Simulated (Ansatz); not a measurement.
Runs of Ansatz 0.2.0 on MnS. The structure is tetragonal, space group P4_2/mmc (No. 131). Conventional cell: a = 4.306 Å, b = 4.306 Å, c = 5.361 Å, α = 90.00°, β = 90.00°, γ = 90.00°. Mn (site symmetry mmm) is surrounded by 4 S at 2.54 Å. Around S (site symmetry -4m2) lie 4 Mn at 2.54 Å and 2 S at 2.68 Å. Measurements of this composition are mostly on another form, of space group No. 225.

```csv
level,spin,U,hubbard projectors,double counting,gap on the mesh (eV),pressure (GPa),moment (μB)
r2SCAN,"collinear, program default start",-,-,-,none,-3.4,8.70
r2SCAN+U,"collinear, ferromagnetic start",Mn d U = 3 eV,ortho-atomic (the default),fll (the default),none,0.3,9.36
r2SCAN+U,"collinear, program default start",Mn d U = 3 eV,ortho-atomic (the default),fll (the default),none,0.3,9.36
r2SCAN,off,-,-,-,none,(a),-
```

Alike in all rows: task single point; potentials or basis Ansatz PAW; cell as given; k mesh 5 × 5 × 4; cutoff (eV) 500; smearing gaussian 0.05 eV.

Question: Estimate the missing entries.

Answer: (a) -18.0.

Caveats: the PAW data sets come from PBE, with cores solved anew for the run's functional, which leaves a small shift of forces and pressure; the magnetic or orbital state may not be the lowest (some runs); semilocal functionals often make such compounds metallic where correlation or magnetic order opens a gap, which also shifts bond lengths (some runs); so large a pressure means that the cell lies far from this level's equilibrium, or that cutoff or potentials fall short (some runs).

A gap of «none» marks a metal or a gap under the smearing width.
